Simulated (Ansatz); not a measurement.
Consider the hydrogenolysis of a C–C bond: `FC(F)(F)COBCl` + H₂ → `COBCl` + trifluoromethane.

Isolated molecules relaxed with PBE0-D4/def2-TZVP in Ansatz; ΔE leaves out vibrations. CCSD(T)/CBS adds triple-zeta CCSD(T) − MP2 to the extrapolated MP2 energy (def2 sets, frozen cores). This one scheme is used for every species. DFT in def2-TZVPP. Each species was taken in one conformer, which may not be the lowest.

```json
{"level": "r2SCAN-D4", "ΔE (kJ/mol)": "-37.6"}
{"level": "BLYP", "ΔE (kJ/mol)": "-58.1"}
{"level": "BHLYP", "ΔE (kJ/mol)": "-55.5"}
{"level": "HF/def2-TZVPP", "ΔE (kJ/mol)": "-62.2"}
```

(1) What does CCSD(T)/CBS give? (An estimate is asked.)

Largest T1 diagnostic among the species: 0.012.

Results:

(1) Computed: -42.0 kJ/mol. The listed levels differ from it by 4.4, -16.1, -13.5, -20.2 kJ/mol.

Leaving LDA and LC-ωPBE aside and taking each functional with its dispersion term where it has one, the values, not all of them listed here, spread over 13.5 kJ/mol, from B2PLYP to r2SCAN-D4. LDA lies +17.1 kJ/mol from PBE without D4. The D4 term adds +10.2 kJ/mol with B3LYP and +5.8 kJ/mol with PBE0; it sums over pairs of atoms, weighted by their polarisabilities, and B3LYP, whose exchange is more repulsive, gets the larger term. In def2-TZVPP, CCSD(T) changes the Hartree–Fock value by +19.2 kJ/mol (the triples alone add +4.3 kJ/mol) and MP2 by +19.2 kJ/mol.

B3LYP here is the variant with VWN-RPA as its local correlation; programs differ in this.

CCSD(T)/CBS has its own doubt, a few kJ/mol and more with outer-core shells, so smaller differences from it don't rank the levels.
